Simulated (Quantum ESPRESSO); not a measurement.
Write the native input for Quantum ESPRESSO 7.5 that does the following.

```yaml
Task: single point
Functional: PBEsol
Potentials_or_basis: GBRV 1.5 PBEsol
Cutoff: 762 eV
Density_cutoff: 6095 eV
k_mesh: 12 × 12 × 7
Occupations: fermi-dirac, width 0.05 eV
Spin: collinear spin, ferromagnetic start
Starting_moments: "[2.0, 2.0] μB"
Hubbard_terms: Co d U = 4 eV
Hubbard_projectors: ortho-atomic
Mixing_beta: 0.3
Most_SCF_iterations: 120
SCF_threshold: 4e-10 Ry
```

The system is Co.

```
Co
1.0
     2.47200    0.00000    0.00000
    -1.23600    2.14081    0.00000
     0.00000    0.00000    4.02114
Co
2
Direct
  0.66667 0.33333 0.75000
  0.33333 0.66667 0.25000
```

These files were run (other wordings do the same):

pw.in

```
&CONTROL
  calculation = 'scf'
  prefix = 'pwscf'
  outdir = './tmp'
  pseudo_dir = './pseudo'
  tprnfor = .true.
  tstress = .true.
  disk_io = 'nowf'
/
&SYSTEM
  ibrav = 0
  A = 2.4719999
  nat = 2
  ntyp = 1
  ecutwfc = 56
  ecutrho = 448
  nbnd = 28
  occupations = 'smearing'
  smearing = 'fd'
  degauss = 0.00367493
  nspin = 2
  starting_magnetization(1) = 0.1176
/
&ELECTRONS
  conv_thr = 4d-10
  electron_maxstep = 120
  mixing_beta = 0.3
/
ATOMIC_SPECIES
Co    58.9332 co_pbesol_v1.2.uspp.F.UPF
CELL_PARAMETERS alat
   1.0000000013    0.0000000000    0.0000000000
  -0.5000000006    0.8660254049    0.0000000000
   0.0000000000    0.0000000000    1.6266764736
ATOMIC_POSITIONS alat
Co     0.5000000007    0.2886751349    1.2200073552
Co     0.0000000000    0.5773502700    0.4066691184
K_POINTS automatic
12 12 7 0 0 0
HUBBARD {ortho-atomic}
U Co-3d 4.0
```

Potentials or basis: GBRV 1.5 PBEsol.

The run is started by

```console
$ OMP_NUM_THREADS=1 mpirun -n 2 pw.x -nk 2 -in pw.in > pw.out
```

Results of the run:

```json
{
 "Pressure": "2.4 GPa",
 "Band gap on the k mesh": "none (metal or under the smearing width)",
 "Net moment": "3.67 μB per cell",
 "Absolute moment": "4.21 μB per cell",
 "Site moments": "Co +1.95 μB",
 "Valence electrons inside the program's atomic spheres": "Co 15.60"
}
```

Caveat: the U is typed as a test and isn't derived for this compound.

It took 83 s on 2 MPI ranks on Arm Neoverse V1, on a shared host, peak memory 0.26 GiB a rank.
